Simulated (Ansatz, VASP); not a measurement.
## W in VASP and in Ansatz

```
W
1.0
    -1.64564    1.64564    1.58234
     1.64564   -1.64564    1.58234
     1.64564    1.64564   -1.58234
W
1
Cartesian
  0.0000 0.0000 0.0000
```

Alike in both runs: functional PBE; k mesh 10 × 10 × 10; occupations fermi-dirac, width 0.05 eV; no spin polarisation.

```csv
,VASP,Ansatz
version,VASP 6.6.1,Ansatz 0.2.0
potentials or method,"VASP PAW PBE potentials, release 64 (W_sv)",Ansatz PAW
plane-wave cutoff (eV),520,420
valence electrons in the cell,14,14
task,single point,band structure
```

Ansatz gave:

* gap on the k mesh at the Fermi level (eV): none
* pressure (GPa): -15.9
* largest component of the traceless stress (GPa): 7.06

Problem. Which values does VASP return?

Solution. gap on the k mesh at the Fermi level (eV): none; pressure (GPa): -15.6; largest component of the traceless stress (GPa): 7.07.

A gap of «none» marks a metal or a gap that the smearing closes. The functional is the same, so the differences come from potentials, cutoffs and numerics.

Caveats: so large a pressure means that the cell lies far from this level's equilibrium, or that cutoff or potentials fall short (VASP); spin-orbit coupling is left out, which moves the levels of the heavy elements (Ansatz). The runs have no spin-orbit coupling, so splittings on W are missing.
